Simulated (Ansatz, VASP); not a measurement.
Rh: VASP beside Ansatz

INCAR

```
  ALGO = Normal
  EDIFF = 1E-7
  EDIFFG = -0.005
  ENCUT = 600
  GGA = PE
  IBRION = 2
  ISIF = 3
  ISMEAR = 0
  LASPH = T
  LCHARG = F
  LREAL = F
  LWAVE = F
  NELM = 60
  NSW = 100
  PREC = Accurate
  SIGMA = 0.1
```

KPOINTS

```
k-points
0
Gamma
  18 18 18
```

File POSCAR:

```
Rh
1.0
    0.0000000000      1.9178870341      1.9178870341
    1.9178870341      0.0000000000      1.9178870341
    1.9178870341      1.9178870341      0.0000000000
Rh
1
Direct
    0.0000000000      0.0000000000      0.0000000000
```

Input for Ansatz:

```yaml
crystal:
  lattice:
    - [0.0, 1.9178870363, 1.9178870363]
    - [1.9178870363, 0.0, 1.9178870363]
    - [1.9178870363, 1.9178870363, 0.0]
  atoms:
    - { symbol: Rh, position: [0.0, 0.0, 0.0] }
basis:
  ecutwfc: 420
kpoints:
  mp_grid: { grid: [18, 18, 18] }
hamiltonian:
  xc: pbe
scf:
  occupations: { method: gaussian, width: 0.1 }
output:
  forces: true
  stress: true
  eigenvalues: true
relax:
  adjacent_minimum: "off"
  f_tol: 0.005
  max_steps: 80
  cell: { stress_tol: 0.05 }
```

Alike in both runs: task relaxation of cell and atoms; functional PBE; k mesh 18 × 18 × 18; occupations gaussian, width 0.1 eV; no spin polarisation.

|  | VASP | Ansatz |
| --- | --- | --- |
| version | VASP 6.6.1 | Ansatz 0.2.0 |
| potentials or method | VASP PAW PBE potentials, release 64 (Rh_pv) | scalar-relativistic, plane waves, PAW |
| plane-wave cutoff (eV) | 600 | 420 |
| valence electrons in the cell | 15 | 17 |

```csv
,VASP,Ansatz,Ansatz less VASP
"gap on the k mesh at the Fermi level, each at its own relaxed structure (eV)",none,none,-
relaxed volume (Å³/atom),14.04,14.05,+0.006
relaxed cell length with the largest relative difference (Å),2.708,2.708,+0.0004
```

A gap of «none» marks a metal or a gap that the smearing closes. The two sets of potentials don't hold the same shells in valence.
